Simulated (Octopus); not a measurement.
# Mo (Im-3m) in Octopus: equation of state

Aim: energy against volume of Mo in PBEsol, for its equilibrium volume and stiffness.

All numbers are computed with Octopus 16.4; they aren't measurements. Logs are shortened: lines on timing, memory, paths and dates and some standing lists are left out, and cuts for length are marked.

### 1 Starting point

The structure is cubic, space group Im-3m (No. 229). The conventional cell has a = 3.168 Å, b = 3.168 Å, c = 3.168 Å, α = 90.00°, β = 90.00°, γ = 90.00°. Mo (site symmetry m-3m) is surrounded by 8 Mo at 2.74 Å.

### 2 Equation of state, PBEsol, 15.89 Å³/atom

File inp:

```
CalculationMode = gs
UnitsOutput = eV_Angstrom
PeriodicDimensions = 3
ExperimentalFeatures = yes
PseudopotentialSet = pseudodojo_pbesol
%LatticeParameters
 1*angstrom | 1*angstrom | 1*angstrom
%
%LatticeVectors
 -1.5838089719 | 1.5838089719 | 1.5838089719
 1.5838089719 | -1.5838089719 | 1.5838089719
 1.5838089719 | 1.5838089719 | -1.5838089719
%
%ReducedCoordinates
 "Mo" | 0 | 0 | 0
%
%Spacing
 0.13063036*angstrom | 0.13063036*angstrom | 0.13063036*angstrom
%
DerivativesOrder = 8
%KPointsGrid
 12 | 12 | 12
%
KPointsUseSymmetries = yes
XCFunctional = gga_x_pbe_sol + gga_c_pbe_sol
SmearingFunction = fermi_dirac
Smearing = 0.05*eV
ExtraStates = 7
Eigensolver = chebyshev_filter
ConvRelDens = 3e-7
MaximumIter = 120
```

Potentials or basis: pseudodojo_pbesol (PseudoDojo 0.4, PBEsol).

Started as:

```console
OMP_NUM_THREADS=1 octopus > out.log
```

out.log:

```text
Running octopus

[... 13 lines left out ...]

Input: [AllElectronType = no]
Input: [PseudopotentialSet = pseudodojo_pbesol]
Reading Coordinates from ReducedCoordinates block

****************************** Species *******************************
  Species 'Mo'
    type             : pseudopotential
    file             : 'Mo.upf'
    file format      : UPF2
    valence charge   : 14.0
    atomic number    :  42
    form on file     : kleinman-bylander
    lmax             : 2
    llocal           : -1
    projectors per l : 2
    total projectors : 6
    application form : kleinman-bylander
    orbitals         : 10
    bound orbitals   : 10

**********************************************************************

***************************** Symmetries *****************************
Space group No.  229
International: Im-3m
Schoenflies: Oh^9
Info: The system has    48 symmorphic symmetries that can be used.
  Index                Rotation matrix                      Fractional translations
    1 :     1   0   0     0   1   0     0   0   1      0.000000    0.000000    0.000000
    2 :    -1   0   0     0  -1   0     0   0  -1      0.000000    0.000000    0.000000
    3 :     0   0  -1     1   1   1     0  -1   0      0.000000    0.000000    0.000000
    4 :     0   0   1    -1  -1  -1     0   1   0      0.000000    0.000000    0.000000
    5 :     0   1   0     1   0   0    -1  -1  -1      0.000000    0.000000    0.000000
    6 :     0  -1   0    -1   0   0     1   1   1      0.000000    0.000000    0.000000
[... 40 lines left out ...]
   47 :     0   0  -1    -1   0   0     1   1   1      0.000000    0.000000    0.000000
   48 :     0   0   1     1   0   0    -1  -1  -1      0.000000    0.000000    0.000000
Info: The system also has     0 nonsymmorphic symmetries (not used for electrons).
**********************************************************************

Input: [CurvMethod = curv_affine]
Input: [DerivativesStencil = stencil_stargeneral]

****************************** Lattice *******************************
  Lattice Vectors [A]
   -1.583809    1.583809    1.583809
    1.583809   -1.583809    1.583809
    1.583809    1.583809   -1.583809
  Cell volume =            15.8916 [A^3]
  Reciprocal-Lattice Vectors [A^-1]
   -0.000000    1.983568    1.983568
    1.983568   -0.000000    1.983568
    1.983568    1.983568   -0.000000
  Cell angles [degree]
    alpha =  109.471
    beta  =  109.471
    gamma =  109.471
**********************************************************************

Checking if the generated full k-point grid is symmetric

    72 k-points generated from parameters :
 ---------------------------------------------------
    n =   12   12   12

    s1  =  0.00  0.00  0.00

   index |      weight  |             coordinates              |
       1 |     0.000579 |    0.000000    0.000000    0.000000  |
       2 |     0.006944 |    0.083333    0.000000    0.000000  |
       3 |     0.013889 |    0.083333    0.083333    0.000000  |
       4 |     0.004630 |    0.083333    0.083333    0.083333  |
       5 |     0.003472 |   -0.083333    0.083333    0.083333  |
       6 |     0.006944 |    0.166667    0.000000    0.000000  |
[... 64 lines left out ...]
      71 |     0.006944 |   -0.416667    0.500000    0.416667  |
      72 |     0.000579 |    0.500000    0.500000    0.500000  |

Input: [SmearingFunction = fermi_dirac]
Input: [SymmetrizeDensity = yes]

******************************* States *******************************
Total electronic charge  =       14.000
Number of states         =       14
States block-size        =        4
**********************************************************************
[... 5 lines left out ...]
Simulation Box:
  Type = parallelepiped
  Lengths [A] = (   2.743,   2.743,   2.743)
Main mesh:
  Spacing [A] = ( 0.131, 0.131, 0.131)    volume/point [A^3] =      0.00172
  # inner mesh =       9261
  # total mesh =      39339
  Grid Cutoff [eV] =  2203.608190    Grid Cutoff [Ry] =   161.962229
**********************************************************************

Input: [StatesPack = yes]
Input: [StatesOrthogonalization = cholesky_serial]

**************************** Theory Level ****************************
Input: [TheoryLevel = kohn_sham]

Exchange-correlation:
  Exchange
    Perdew, Burke & Ernzerhof SOL (GGA)
    [1] J. P. Perdew, A. Ruzsinszky, G. I. Csonka, O. A. Vydrov, G. E. Scuseria, L. A. Constantin, X. Zhou, and K. Burke.,  Phys. Rev. Lett. 100, 136406 (2008)
  Correlation
    Perdew, Burke & Ernzerhof SOL (GGA)
    [1] J. P. Perdew, A. Ruzsinszky, G. I. Csonka, O. A. Vydrov, G. E. Scuseria, L. A. Constantin, X. Zhou, and K. Burke.,  Phys. Rev. Lett. 100, 136406 (2008)

**********************************************************************
[... 5 lines left out ...]
**********************************************************************

Info: FFT grid dimensions       = 21 x 21 x 21
      Total grid size           = 9261 (      0.1 MiB )
      Inefficient FFT grid. A better grid would be: 24 24 24
Input: [FilterPotentials = filter_TS]
Info: Pseudopotential for Mo
  Radii for localized parts:
    local part     =  1.2 A
    non-local part =  1.1 A
    orbitals       =  6.3 A

Input: [RelativisticCorrection = non_relativistic]
[... 11 lines left out ...]
      Block       2 contains       4 states:       5 -       8
      Block       3 contains       4 states:       9 -      12
      Block       4 contains       2 states:      13 -      14
Info: Ground-state allocation done.
Info: Could not find 'restart/gs' directory for restart.
[... 18 lines left out ...]
** Warning:
**   Cannot do LCAO for all states because there are not enough atomic orbitals.
**   Required: 14. Available: 10. 4 orbitals will be randomized.

Info: Unnormalized total charge =     14.003806
Info: Renormalized total charge =     14.000000
Info: Setting up Hamiltonian.
Info: Performing initial LCAO calculation with     10 orbitals.
Info: Getting Hamiltonian matrix elements.

Eigenvalues [eV]
 #st  Spin   Eigenvalue      Occupation
#k =       1, k = (  0.000000,  0.000000,  0.000000)
   1   --   -46.951394       2.000000
   2   --   -20.434002       2.000000
   3   --   -20.433977       2.000000
   4   --   -20.433977       2.000000
   5   --     5.419707       2.000000
   6   --    11.884800       2.000000
   7   --    11.884800       2.000000
   8   --    11.885309       2.000000
   9   --    15.032158       2.000000
  10   --    15.032158       2.000000
#k =       2, k = (  0.083333,  0.000000,  0.000000)
   1   --   -46.898538       2.000000
   2   --   -20.458973       2.000000
   3   --   -20.454080       2.000000
   4   --   -20.424955       2.000000
   5   --     5.729332       2.000000
   6   --    12.085871       2.000000
   7   --    12.303615       2.000000
   8   --    12.305808       2.000000
   9   --    15.300322       2.000000
  10   --    15.422087       2.000000
[... 70 further k-points ...]
Fermi energy =    19.938939 eV
Generating random wavefunctions for states       11 and above
Orthogonalizing wavefunctions.
Info: Ground-state restart information will be written to 'restart/gs'.
Info: SCF using complex wavefunctions.
Info: Starting SCF iteration.

** Warning:
**   Symmetrization discrepancy ratio (scalar) =  8.96668E-02

*********************** SCF CYCLE ITER #    1 ************************
 etot  = -1.87726337E+03 abs_ev   =  4.46E+01 rel_ev   =  2.78E-01
 ediff =        6.90E+01 abs_dens =  1.30E+00 rel_dens =  9.27E-02
Matrix vector products: 1800
Converged eigenvectors: 0

#  State  KPoint  Eigenvalue [eV]  Occupation    Error
      1       1      -46.954651    2.000000   ( 2.5E-06)
      1       2      -46.936424    2.000000   ( 2.5E-05)
      1       5      -46.918544    2.000000   ( 1.9E-05)
      1       3      -46.902256    2.000000   ( 5.7E-05)
      1       6      -46.886325    2.000000   ( 2.4E-05)
      1       9      -46.869405    2.000000   ( 2.1E-05)
      1       4      -46.857528    2.000000   ( 3.7E-05)
      1       7      -46.842586    2.000000   ( 6.9E-05)

  [output of 491 eigenvalues skipped: maximum error = 8.2E-02]

      8       3       12.759725    1.974560   ( 2.6E-03)
      8      35       12.847724    1.860664   ( 2.8E-02)
      8       9       12.882060    1.740931   ( 2.3E-03)
      7      43       12.894349    1.680288   ( 3.3E-02)
      9      18       12.914139    1.559259   ( 1.2E-03)
      8       6       12.990074    0.873089   ( 5.6E-04)
[... 9 lines left out ...]
      8      61       13.450700    0.000155   ( 3.5E-02)
      8      48       13.469808    0.000106   ( 1.1E-02)

  [output of 484 eigenvalues skipped: maximum error = 3.1E-01]

     14      42       38.611360    0.000000   ( 3.1E-01)
     14      26       38.784062    0.000000   ( 2.9E-01)
     14      36       38.817678    0.000000   ( 1.5E-01)
     14      12       38.846906    0.000000   ( 2.7E-01)
     14      45       38.963796    0.000000   ( 2.1E-01)
     14      18       39.555757    0.000000   ( 2.7E-01)
     14       1       40.196526    0.000000   ( 3.0E-01)
     14       5       42.437079    0.000000   ( 2.1E-01)

Density of states:

--------------------%-------------------------------------------------
--------------------%-------------------------------------------------
--------------------%-------------------------------------------------
--------------------%-------------------------------------------------
--------------------%-------------------------------------------------
--------------------%-------------------------------------------------
%-------------------%---------------------------%---------------------
%-------------------%-----------------------%%--%---------------------
%-------------------%----------------------%%%-%%%------%-%%----------
%------------------%%---------------------%%%%%%%%%%%-%%%%%%%%%%%%%---
                                              ^

Fermi energy =    12.977314 eV

**********************************************************************

** Warning:
**   Symmetrization discrepancy ratio (scalar) =  9.04070E-02

*********************** SCF CYCLE ITER #    2 ************************
 etot  = -1.89553253E+03 abs_ev   =  1.05E+01 rel_ev   =  6.15E-02
 ediff =        6.71E-01 abs_dens =  2.14E-01 rel_dens =  1.53E-02
Matrix vector products: 1800
Converged eigenvectors: 0

[... levels of this cycle ...]

Fermi energy =    12.522572 eV
[... 159 lines left out ...]
*********************** SCF CYCLE ITER #   16 ************************
 etot  = -1.91231089E+03 abs_ev   =  2.78E-05 rel_ev   =  1.55E-07
 ediff =        1.69E-06 abs_dens =  4.87E-07 rel_dens =  3.48E-08
Matrix vector products: 1800
Converged eigenvectors: 84

#  State  KPoint  Eigenvalue [eV]  Occupation    Error
      1       1      -49.090923    2.000000   ( 6.2E-08)
      1       2      -49.074583    2.000000   ( 5.0E-08)
      1       5      -49.058546    2.000000   ( 3.6E-08)
      1       3      -49.043966    2.000000   ( 3.6E-08)
      1       6      -49.029699    2.000000   ( 6.3E-08)
      1       9      -49.014502    2.000000   ( 2.5E-08)
      1       4      -49.003953    2.000000   ( 4.8E-08)
      1       7      -48.990548    2.000000   ( 3.6E-08)

  [output of 489 eigenvalues skipped: maximum error = 8.2E-08]

      7      59       11.701563    1.998518   ( 3.6E-08)
      7      27       11.705954    1.998382   ( 3.6E-08)
      8       9       11.788606    1.991579   ( 4.4E-08)
      9      18       11.815387    1.985655   ( 4.9E-08)
      8      35       11.842501    1.975454   ( 3.6E-08)
      8       6       11.886676    1.941632   ( 8.9E-08)
[... 9 lines left out ...]
      8      61       12.449807    0.000854   ( 3.6E-08)
      8      48       12.465671    0.000622   ( 3.5E-08)

  [output of 486 eigenvalues skipped: maximum error = 2.5E-02]

     14      38       34.946699    0.000000   ( 1.4E-02)
     14      43       35.004268    0.000000   ( 1.4E-02)
     14       4       35.084988    0.000000   ( 2.7E-02)
     14      34       35.480097    0.000000   ( 2.2E-02)
     14      36       35.515312    0.000000   ( 3.0E-02)
     14       2       36.501918    0.000000   ( 2.6E-02)
     14      45       37.771943    0.000000   ( 1.2E-02)
     14       1       38.208360    0.000000   ( 3.1E-02)

Density of states:

---------------------%------------------------------------------------
---------------------%------------------------------------------------
---------------------%------------------------------------------------
---------------------%------------------------------------------------
---------------------%------------------------------------------------
%-------------------%%----------------------------%-------------------
%-------------------%%-----------------------%%%-%%-------------------
%-------------------%%-----------------------%%%-%%-------------%-----
%-------------------%%-----------------------%%%%%%%-----%%%%%%-%-----
%-------------------%%----------------------%%%%%%%%%%%%%%%%%%%%%%%---
                                                ^

Fermi energy =    12.061902 eV

**********************************************************************

Info: SCF converged in   16 iterations

** Warning:
**   Some of the states are not fully converged!

Info: Number of matrix-vector products:      28800
Info: Finished writing information to 'restart/gs'.

Octopus emitted 19 warnings.
```

Run time: 7.3 min. Hardware: 1 thread of Intel Xeon Platinum 8375C at 2.90GHz (Ice Lake), shared host; peak memory 0.76 GiB.

Results:

| Quantity | Value |
| --- | --- |
| Free energy | -1912.3134 eV |
| Band gap on the k mesh | none (metal or under the smearing width) |

### 3 Equation of state, PBEsol, 15.57 Å³/atom (volume scaled by 0.98)

Changes to inp since step 2:

```diff
@@ -9,5 +9,5 @@
 %LatticeVectors
- -1.5838089719 | 1.5838089719 | 1.5838089719
- 1.5838089719 | -1.5838089719 | 1.5838089719
- 1.5838089719 | 1.5838089719 | -1.5838089719
+ -1.5731790612 | 1.5731790612 | 1.5731790612
+ 1.5731790612 | -1.5731790612 | 1.5731790612
+ 1.5731790612 | 1.5731790612 | -1.5731790612
 %
@@ -17,3 +17,3 @@
 %Spacing
- 0.13063036*angstrom | 0.13063036*angstrom | 0.13063036*angstrom
+ 0.12975362*angstrom | 0.12975362*angstrom | 0.12975362*angstrom
 %
```

Potentials or basis: pseudodojo_pbesol (PseudoDojo 0.4, PBEsol).

Started as:

```console
OMP_NUM_THREADS=1 octopus > out.log
```

Run time: 6.6 min. Hardware: 1 thread of Intel Xeon Platinum 8375C at 2.90GHz (Ice Lake), shared host; peak memory 0.76 GiB.

It converged, with:

| Property | Result |
| --- | --- |
| Free energy | -1912.3283 eV |
| Band gap on the k mesh | none (metal or under the smearing width) |

### 4 Equation of state, PBEsol, 16.21 Å³/atom (volume scaled by 1.02)

Changes to inp since step 3:

```diff
@@ -9,5 +9,5 @@
 %LatticeVectors
- -1.5731790612 | 1.5731790612 | 1.5731790612
- 1.5731790612 | -1.5731790612 | 1.5731790612
- 1.5731790612 | 1.5731790612 | -1.5731790612
+ -1.5942980787 | 1.5942980787 | 1.5942980787
+ 1.5942980787 | -1.5942980787 | 1.5942980787
+ 1.5942980787 | 1.5942980787 | -1.5942980787
 %
@@ -17,3 +17,3 @@
 %Spacing
- 0.12975362*angstrom | 0.12975362*angstrom | 0.12975362*angstrom
+ 0.13149549*angstrom | 0.13149549*angstrom | 0.13149549*angstrom
 %
```

Started as:

```console
OMP_NUM_THREADS=1 octopus > out.log
```

It took 6.5 min on 1 thread of Intel Xeon Platinum 8375C at 2.90GHz (Ice Lake), shared host; peak memory 0.76 GiB.

The run converged. Its results:

```
Free energy            : -1912.2899 eV
Band gap on the k mesh : none (metal or under the smearing width)
```

### 5 Equation of state, PBEsol, 15.26 Å³/atom (volume scaled by 0.96)

Changes to inp since step 4:

```diff
@@ -9,5 +9,5 @@
 %LatticeVectors
- -1.5942980787 | 1.5942980787 | 1.5942980787
- 1.5942980787 | -1.5942980787 | 1.5942980787
- 1.5942980787 | 1.5942980787 | -1.5942980787
+ -1.562403524 | 1.562403524 | 1.562403524
+ 1.562403524 | -1.562403524 | 1.562403524
+ 1.562403524 | 1.562403524 | -1.562403524
 %
@@ -17,3 +17,3 @@
 %Spacing
- 0.13149549*angstrom | 0.13149549*angstrom | 0.13149549*angstrom
+ 0.12886487*angstrom | 0.12886487*angstrom | 0.12886487*angstrom
 %
```

Started as:

```console
OMP_NUM_THREADS=1 octopus > out.log
```

Wall time 5.7 min (1 thread of Intel Xeon Platinum 8375C at 2.90GHz (Ice Lake), shared host); peak memory 0.76 GiB.

Results (log left out):

- Free energy: -1912.3325 eV
- Band gap on the k mesh: none (metal or under the smearing width)

### 6 Equation of state, PBEsol, 16.53 Å³/atom (volume scaled by 1.04)

Changes to inp since step 5:

```diff
@@ -9,5 +9,5 @@
 %LatticeVectors
- -1.562403524 | 1.562403524 | 1.562403524
- 1.562403524 | -1.562403524 | 1.562403524
- 1.562403524 | 1.562403524 | -1.562403524
+ -1.6046509537 | 1.6046509537 | 1.6046509537
+ 1.6046509537 | -1.6046509537 | 1.6046509537
+ 1.6046509537 | 1.6046509537 | -1.6046509537
 %
@@ -17,3 +17,3 @@
 %Spacing
- 0.12886487*angstrom | 0.12886487*angstrom | 0.12886487*angstrom
+ 0.13234938*angstrom | 0.13234938*angstrom | 0.13234938*angstrom
 %
```

Potentials or basis: pseudodojo_pbesol (PseudoDojo 0.4, PBEsol).

Started as:

```console
OMP_NUM_THREADS=1 octopus > out.log
```

Wall time 4.9 min (1 thread of Intel Xeon Platinum 8375C at 2.90GHz (Ice Lake), shared host); peak memory 0.76 GiB.

The run converged. Its results:

```yaml
Free_energy: -1912.2577 eV
Band_gap_on_the_k_mesh: none (metal or under the smearing width)
```

(Continued in part 2 of 2.)
